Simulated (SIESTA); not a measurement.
A calculation with SIESTA 5.4.2 of NiO (ASE script, structure typed inline):

run.py

```python
from ase import Atoms
from ase.calculators.siesta import Siesta
from ase.units import Ry, GPa

atoms = Atoms(
    ['Ni', 'O'],
    cell=[
        [0.0, 2.0859016414, 2.0859016414],
        [2.0859016414, 0.0, 2.0859016414],
        [2.0859016414, 2.0859016414, 0.0],
    ],
    scaled_positions=[
        [0.0, 0.0, 0.0],
        [0.5, 0.5, 0.5],
    ],
    pbc=True,
)

fdf = {
    'SCFMustConverge': False,
    'DM.InitSpin': ['  1   1.000', '  2   0.000'],
    'OccupationFunction': 'FD',
    'ElectronicTemperature': '0.05 eV',
    'MaxSCFIterations': '200',
    'SCF.Mixer.Method': 'Pulay',
    'SCF.Mixer.Weight': '0.1',
    'SCF.Mixer.History': '10',
    'SCF.DM.Tolerance': '5.0e-05',
    'SCF.H.Tolerance': '1.0e-03 eV',
    'WriteForces': 'true',
    'Charge.Mulliken': 'end',
    'Charge.Hirshfeld': 'end',
    'Charge.Voronoi': 'end',
    'Charge.Mulliken.Format': '2',
    'SaveRho': 'true',
    'SaveElectrostaticPotential': 'true',
    'PAO.Basis': ['Ni.1 5', 'n=3 0 2', '  2.442 0.000', 'n=4 0 3', '  7.025 0.000 0.000', 'n=3 1 2', '  2.721 0.000', 'n=4 1 1', '  7.025', 'n=3 2 3', '  4.458 0.000 0.000'],
}
calc = Siesta(
    label="NiO",
    command="siesta < PREFIX.fdf > PREFIX.out",
    pseudo_path="pseudos",
    pseudo_qualifier="",
    xc=('LDA', 'PW92'),
    basis_set="TZP",
    mesh_cutoff=800 * Ry,
    energy_shift=0.003 * Ry,
    kpts=[8, 8, 8],
    spin="collinear",
    fdf_arguments=fdf,
)
atoms.calc = calc

print(f"energy = {atoms.get_potential_energy():.6f} eV")
free = atoms.get_potential_energy(force_consistent=True)
print(f"free energy = {free:.6f} eV")
print("forces (eV/A):")
print(atoms.get_forces(apply_constraint=False).round(6))
print("stress (GPa, Voigt order, tension positive):", (atoms.get_stress() / GPa).round(4))
```

Potentials or basis: PseudoDojo 0.4 standard (LDA files), TZP (energy shift 0.003 Ry; two zetas on semicore shells).

Launch:

```sh
$ python run.py
```

Q: Write the same calculation in another form: native input, structure typed inline.

A: As run:

The input NiO.fdf:

```
SystemName                      NiO
SystemLabel                     NiO
NumberOfSpecies                 2
NumberOfAtoms                   2
%block ChemicalSpeciesLabel
  1  28 Ni
  2   8 O
%endblock ChemicalSpeciesLabel

LatticeConstant                 1.0 Ang
%block LatticeVectors
     0.0000000000     2.0859016414     2.0859016414
     2.0859016414     0.0000000000     2.0859016414
     2.0859016414     2.0859016414     0.0000000000
%endblock LatticeVectors
AtomicCoordinatesFormat         Fractional
%block AtomicCoordinatesAndAtomicSpecies
     0.0000000000     0.0000000000     0.0000000000  1  Ni
     0.5000000000     0.5000000000     0.5000000000  2  O
%endblock AtomicCoordinatesAndAtomicSpecies

%block kgrid.MonkhorstPack
    8   0   0  0.0
    0   8   0  0.0
    0   0   8  0.0
%endblock kgrid.MonkhorstPack
XC.Functional                   LDA
XC.Authors                      PW92
PAO.BasisSize                   TZP
PAO.EnergyShift                 0.003 Ry
Mesh.Cutoff                     800 Ry
Spin                            polarized
%block DM.InitSpin
    1   1.000
    2   0.000
%endblock DM.InitSpin
OccupationFunction              FD
ElectronicTemperature           0.05 eV
MaxSCFIterations                200
SCF.MustConverge                false
SCF.Mixer.Method                Pulay
SCF.Mixer.Weight                0.1
SCF.Mixer.History               10
SCF.DM.Tolerance                5.0e-05
SCF.H.Tolerance                 1.0e-03 eV
WriteForces                     true
Charge.Mulliken                 end
Charge.Hirshfeld                end
Charge.Voronoi                  end
Charge.Mulliken.Format          2
%block PAO.Basis
  Ni 5
  n=3 0 2
    2.442 0.000
  n=4 0 3
    7.025 0.000 0.000
  n=3 1 2
    2.721 0.000
  n=4 1 1
    7.025
  n=3 2 3
    4.458 0.000 0.000
%endblock PAO.Basis
```

Potentials or basis: PseudoDojo 0.4 standard (LDA files), TZP (energy shift 0.003 Ry; two zetas on semicore shells).

Run with:

```sh
$ siesta < NiO.fdf > NiO.out 2>&1
```

Both were run:

|  | ASE script, structure typed inline | native input, structure typed inline |
| --- | --- | --- |
| Pressure | -19.2 GPa | -19.2 GPa |
| Band gap on the k mesh | none (metal or under the smearing width) | none (metal or under the smearing width) |
| Net moment | 0.72 μB per cell | 0.72 μB per cell |
| Site moments | Ni +0.60; O +0.11 μB | Ni +0.60; O +0.11 μB |
| Hirshfeld charges | Ni +0.22; O -0.22 e | Ni +0.22; O -0.22 e |
| Voronoi charges | Ni +0.28; O -0.28 e | Ni +0.28; O -0.28 e |

Keys that steer only the numerical path or the files written may differ.

Caveat: Mulliken charges of long-ranged orbitals can have an unphysical sign; short orbitals over semicore shells can move pressures by several GPa; so large a pressure means that the cell lies far from this level's equilibrium, or that cutoff or potentials fall short; the basis of atomic orbitals isn't converged, which shifts pressures, moduli and gaps; a cell with one magnetic atom can't hold antiferromagnetic order, which such compounds often take; semilocal functionals often make such compounds metallic where correlation or magnetic order opens a gap, which also shifts bond lengths.
